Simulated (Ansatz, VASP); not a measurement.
## Two plane-wave programs on AlN

```
CELL_PARAMETERS angstrom
3.29946 0.00000 0.18655
0.00000 6.37916 0.00000
-1.16279 0.00000 3.84371
ATOMIC_POSITIONS crystal
Al 0.50000 0.75305 0.50000
Al 0.50000 0.16407 0.50000
Al 0.50000 0.42168 0.00000
N 0.00000 0.37024 0.50000
N 0.50000 0.70502 0.00000
N 0.00000 0.58594 0.50000
```

Alike in both runs: functional PBE; k mesh 6 × 4 × 6; occupations gaussian, width 0.1 eV; no spin polarisation.

Ansatz relaxed the structure, and its values are those at the end. VASP's run is a single point on that final structure, the one shown.

|  | VASP | Ansatz |
| --- | --- | --- |
| version | VASP 6.6.1 | Ansatz 0.2.0 |
| potentials or method | VASP PAW PBE potentials, release 64 (Al, N) | scalar-relativistic, plane waves, PAW |
| plane-wave cutoff (eV) | 520 | 420 |
| valence electrons in the cell | 24 | 24 |

Ansatz gave:

* gap on the k mesh at the Fermi level (eV): none
* pressure (GPa): 0.0
* rms of the force components (eV/Å): 0.008

**Question.** Estimate VASP's values.

**Answer.** gap on the k mesh at the Fermi level (eV): none; pressure (GPa): -0.1; rms of the force components (eV/Å): 0.031.

A gap of «none» marks a metal or a gap that the smearing closes.
